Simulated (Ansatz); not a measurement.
Cu Kα1 powder pattern (kinematic, no thermal factors).
2θ (°) (relative intensity): 33.02 (100, 1 0 0), 47.40 (72, 1 1 0), 58.98 (25, 1 1 1), 69.28 (11, 2 0 0), 78.91 (31, 2 1 0), 88.23 (24, 2 1 1)

The pattern is computed from a structure relaxed with Ansatz 0.2.0, DFT PBE, scalar-relativistic, plane waves, PAW. No spin polarisation. Its elements are Ge.

Question: Give the structure.

Answer: Ge.
Space group Pm-3m (No. 221). a = 2.710 Å, b = 2.710 Å, c = 2.710 Å, α = 90.00°, β = 90.00°, γ = 90.00°
```
atom  site  symmetry       x       y       z
  Ge    1a      m-3m  0.0000  0.0000  0.0000
```

A pattern alone doesn't exclude other cells with like lines; this is the one computed.

The cell was found from a structure generator's guess, not taken from experiment.
